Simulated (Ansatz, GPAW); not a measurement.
# C2 in line between two Ag chains: relaxation, then transmission at several levels, part 3 of 3

Wanted: T(E) of C2 in line between two Ag chains at a relaxed geometry in two programs, beside the unrelaxed structure.

GPAW 26.7.0 and Ansatz 0.2.0; Ansatz plane waves; relaxation of the junction with the lead ends held (the session's first sound run).

So far, transmission at the Fermi level (one spin): step 3 (plane waves, PBE) 0.117; step 5 (single-zeta polarised basis, PBE, GPAW) 0.130; step 6 (GPAW, sz: basis = "sz(dzp)", PBE, GPAW) 0.162; step 7 (RPBE in the dzp basis: xc = "RPBE") 0.148; step 8 (the structure as built: geometry = "as built", PBE, GPAW) 0.227.

### Step 11. Potential alignment off

Without the shift, lead and junction are matched by their Fermi levels alone.

This step: GPAW LCAO, PAW setups; Landauer transmission from Green's functions with principal layers (ASE), zero bias (GPAW 26.7.0).

File run.py:

```python
import json
import numpy as np
from ase import Atoms
from ase.transport.calculators import TransportCalculator
from gpaw import GPAW, FermiDirac
from gpaw.lcao.tools import get_lcao_hamiltonian
from scipy.linalg import eigh

# The junction with lead layers at both ends, along the third cell vector
device = Atoms(
    ['Ag', 'Ag', 'Ag', 'Ag', 'Ag', 'Ag', 'Ag', 'C', 'C', 'Ag', 'Ag', 'Ag', 'Ag', 'Ag', 'Ag', 'Ag'],
    positions=[
        [4.50000, 4.50000, 1.33000],
        [4.50000, 4.50000, 3.99000],
        [4.50000, 4.50000, 6.65000],
        [4.50000, 4.50000, 9.31000],
        [4.50000, 4.50000, 11.97000],
        [3.92936, 4.07098, 14.58157],
        [4.76643, 4.66025, 17.18742],
        [4.56982, 4.54721, 19.20242],
        [4.45063, 4.56231, 20.44818],
        [4.28555, 4.72246, 22.46202],
        [4.97412, 3.96315, 25.06751],
        [4.50000, 4.50000, 27.67840],
        [4.50000, 4.50000, 30.33840],
        [4.50000, 4.50000, 32.99840],
        [4.50000, 4.50000, 35.65840],
        [4.50000, 4.50000, 38.31840]],
    cell=[[9.0, 0.0, 0.0], [0.0, 9.0, 0.0], [0.0, 0.0, 39.6484]],
    pbc=True)

# One principal layer of the lead: the first 4 atoms of the device
lead = Atoms(
    ['Ag', 'Ag', 'Ag', 'Ag'],
    positions=[
        [4.50000, 4.50000, 1.33000],
        [4.50000, 4.50000, 3.99000],
        [4.50000, 4.50000, 6.65000],
        [4.50000, 4.50000, 9.31000]],
    cell=[[9.0, 0.0, 0.0], [0.0, 9.0, 0.0], [0.0, 0.0, 10.64]],
    pbc=True)

settings = dict(mode='lcao', basis='dzp', xc='PBE', h=0.2,
                occupations=FermiDirac(0.1), maxiter=250,
                mixer=dict(beta=0.1, nmaxold=8, weight=100.0),
                convergence=dict(density=0.0001))
energies = np.arange(-2, 2 + 1e-9, 0.025)
eta = 0.0001
n1, n2 = 1, 1
# k and -k transmit alike, so half of the mesh across the current serves
mesh = [(i, j) for i in range(n1) for j in range(n2) if (i, j) <= (-i % n1, -j % n2)]
weights = np.array([1 if (i, j) == (-i % n1, -j % n2) else 2 for i, j in mesh]) / (n1 * n2)

# [... helper functions left out ...]
fermi_lead = ground_state(lead, (1, 1, 11), 'lead.txt')
fermi_device = ground_state(device, (1, 1, 2), 'device.txt')
# [... loop over the mesh left out, but for ...]
        # Lead and device are aligned by their Fermi levels alone
        shift = 0.0
# [...]
kT = 8.617333e-5 * 300
bias = [0.1, 0.2, 0.5, 1.0, 1.5, 2.0]
# [... integrals and printing left out ...]
```

Command:

```sh
OMP_NUM_THREADS=1 OPENBLAS_NUM_THREADS=1 python run.py
```

The job ended after 2.1 min (1 thread of Arm Neoverse V1, shared host; peak memory 1.4 GiB).

This step gave:

```
conductance                                 : 0.1437 G₀
thermopower                                 : 7.704 μV/K
largest misfit of the first principal layer : 0.04674 eV
shift that aligns the lead                  : 0 eV
transmission at the Fermi level (one spin)  : 0.1446
```

One spin. Transmission, zone mean against energy, zero at the Fermi level:

| energy (eV) | transmission, zone mean |
| --- | --- |
| -2.000 | 0.0202 |
| -1.900 | 0.0104 |
| -1.800 | 0.00330 |
| -1.700 | 0.00149 |
| -1.600 | 1.1e-7 |
| -1.500 | 1.7e-9 |
| -1.400 | 1.9e-9 |
| -1.300 | 1.5e-9 |
| -1.200 | 1.6e-9 |
| -1.100 | 0 |
| -1.000 | 0.00534 |
| -0.900 | 0.0866 |
| -0.800 | 0.466 |
| -0.700 | 0.994 |
| -0.600 | 0.728 |
| -0.500 | 0.489 |
| -0.400 | 0.424 |
| -0.325 | 0.534 |
| -0.300 | 0.122 |
| -0.200 | 0.140 |
| -0.125 | 0.156 |
| -0.100 | 0.156 |
| 0.000 | 0.145 |
| 0.100 | 0.126 |
| 0.200 | 0.107 |
| 0.300 | 0.0908 |
| 0.400 | 0.0787 |
| 0.500 | 0.0699 |
| 0.600 | 0.0637 |
| 0.700 | 0.0595 |
| 0.800 | 0.0567 |
| 0.900 | 0.0549 |
| 1.000 | 0.0537 |
| 1.100 | 0.0531 |
| 1.200 | 0.0530 |
| 1.300 | 0.0532 |
| 1.400 | 0.0540 |
| 1.500 | 0.0553 |
| 1.600 | 0.0572 |
| 1.700 | 0.0599 |
| 1.800 | 0.0635 |
| 1.900 | 0.0682 |
| 2.000 | 0.0740 |

Crossings of the lead's bands, unfolded to its shortest repeat. Table of open channels, zone mean by energy, zero at the Fermi level:

| energy (eV) | open channels, zone mean |
| --- | --- |
| -2.000 | 3 |
| -1.900 | 3 |
| -1.800 | 3 |
| -1.700 | 1 |
| -1.600 | 0 |
| -1.500 | 0 |
| -1.400 | 0 |
| -1.300 | 0 |
| -1.200 | 0 |
| -1.100 | 0 |
| -1.000 | 1 |
| -0.900 | 1 |
| -0.800 | 1 |
| -0.700 | 1 |
| -0.600 | 1 |
| -0.500 | 1 |
| -0.400 | 1 |
| -0.300 | 1 |
| -0.200 | 1 |
| -0.100 | 1 |
| 0.000 | 1 |
| 0.100 | 1 |
| 0.200 | 1 |
| 0.300 | 1 |
| 0.400 | 1 |
| 0.500 | 1 |
| 0.600 | 1 |
| 0.700 | 1 |
| 0.800 | 1 |
| 0.900 | 1 |
| 1.000 | 1 |
| 1.100 | 1 |
| 1.200 | 1 |
| 1.300 | 1 |
| 1.400 | 1 |
| 1.500 | 1 |
| 1.600 | 1 |
| 1.700 | 1 |
| 1.800 | 1 |
| 1.900 | 1 |
| 2.000 | 1 |

Not self-consistent under bias; the bias window is split evenly. The current through one cell, from the zero-bias transmission by bias:

| bias (V) | current through one cell, from the zero-bias transmission (μA) |
| --- | --- |
| 0.100 | 1.11 |
| 0.200 | 2.21 |
| 0.500 | 5.14 |
| 1.000 | 13.8 |
| 1.500 | 29.5 |
| 2.000 | 35.5 |

Transmission of the three most open eigenchannels against energy, zero at the Fermi level:

| energy (eV) | channel 1 | channel 2 | channel 3 |
| --- | --- | --- | --- |
| -2.000 | 0.0124 | 0.00581 | 0.00207 |
| -1.800 | 0.00181 | 9.0e-4 | 5.9e-4 |
| -1.600 | 1.1e-7 | 1.7e-9 | 0 |
| -1.400 | 1.9e-9 | 0 | 0 |
| -1.200 | 1.6e-9 | 0 | 0 |
| -1.000 | 0.00534 | 6.8e-11 | 0 |
| -0.800 | 0.466 | 1.5e-9 | 0 |
| -0.600 | 0.728 | 1.6e-9 | 0 |
| -0.400 | 0.424 | 1.6e-9 | 0 |
| -0.200 | 0.140 | 1.6e-9 | 0 |
| 0.000 | 0.145 | 1.7e-9 | 0 |
| 0.200 | 0.107 | 1.7e-9 | 0 |
| 0.400 | 0.0787 | 1.7e-9 | 0 |
| 0.600 | 0.0637 | 1.7e-9 | 0 |
| 0.800 | 0.0567 | 1.7e-9 | 0 |
| 1.000 | 0.0537 | 1.7e-9 | 0 |
| 1.200 | 0.0530 | 1.7e-9 | 0 |
| 1.400 | 0.0540 | 1.7e-9 | 0 |
| 1.600 | 0.0572 | 1.7e-9 | 0 |
| 1.800 | 0.0635 | 1.7e-9 | 0 |
| 2.000 | 0.0740 | 1.7e-9 | 0 |

The conductance equals that of the dzp run to 0.2 %.

### Step 12. Results

```
conductance                                        : 0.144 G₀
transmission at the Fermi level, mean of the spins : 0.145
thermopower                                        : 7.75 μV/K
open channels of the lead there                    : 1
```

**Reading.** In the dzp basis the junction conducts 0.144 G₀ at 300 K, with T = 0.145 a spin at the Fermi level; no smaller basis tried comes within 10 % of that conductance. Relaxation moved atoms by up to 0.72 Å and took the conductance from 0.229 to 0.144 G₀, as a ratio a larger change than the step from dzp to the minimal basis. Plane waves (PBE) give T = 0.117 there. The scatterer reflects about 86 % of the incoming channels at the Fermi level. At the Fermi level one eigenchannel carries the current (0.14). The positive thermopower says that the thermally weighted transmission is larger below the Fermi level, as for hole-like transport. Measured against the first run (pw-pbe), the nearest curve is that of dzp-RPBE (r.m.s. 0.076) and the farthest that of asbuilt (0.21). Over the compared runs wall time goes from 56 s (sz) to 129 s (asbuilt), on a shared host; the plane-wave run used 4 threads and the orbital runs 1. The leads kept an estimated spacing and the cell its length, so the junction may be under some tension or compression. An evenly spaced straight chain is an idealisation: free chains tend to dimerise, zigzag or, where a band edge lies near the Fermi level, turn magnetic. The currents use the zero-bias T(E) throughout, which holds only while the bias is small against the distance to the nearest feature.

[Logs are printed without paths, hosts, clocks, repeated set-up lines and the standing remarks that a program may print on its own settings, such as how far it seeks lower states.]

[Hosts, paths, dates, database ids (printed as entryN), source tags and the programs' standing remarks are cut or masked in the printed files.]
